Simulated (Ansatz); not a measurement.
**How far is PAW off for ZnS?**

```
Zn S
1.0
     0.00000    2.55173    2.55173
     2.55173    0.00000    2.55173
     2.55173    2.55173    0.00000
Zn S
1 1
Direct
  0.00000 0.00000 0.00000
  0.50000 0.50000 0.50000
```

Atom numbers follow the list: Zn1, S2.

The cell was built from the rocksalt type and relaxed in the same program, and has space group Fm-3m; it needn't be a known or the stable phase.

All numbers are computed: DFT, PBE, PAW with Ansatz's default frozen-core files, scalar-relativistic (Ansatz 0.2.0); DFT, PBE, all-electron PAW with datasets made for the crystal, scalar-relativistic (Ansatz 0.2.0); DFT, PBE, all-electron LAPW, scalar-relativistic (Ansatz 0.2.0).

For PAW: a Γ-centred 15×15×15 k mesh, Fermi–Dirac smearing of 0.05 eV, cutoff 420 eV, no spin polarisation. The crystal-made all-electron datasets (AE datasets) take a cutoff of 260 eV at this cell. LAPW targets a basis error of 1 meV/atom. The Ansatz runs share mesh, smearing and spin set-up. Plane-wave (PAW) pressures include the program's estimate of the Pulay term.

Stress and pressure are positive in compression.

Levels count from the Fermi level.

```tsv
quantity	PAW	AE datasets	LAPW
pressure (GPa)	0.02	0.04	0.04
highest filled level at Γ (eV)	-0.658	-0.655	-0.655
lowest empty level at Γ (eV)	1.719	1.721	1.721
highest filled level at X (eV)	-0.361	-0.357	-0.357
lowest empty level at X (eV)	5.361	5.359	5.359
highest filled level at K (eV)	-1.762	-1.761	-1.761
lowest empty level at K (eV)	1.717	1.720	1.720
```
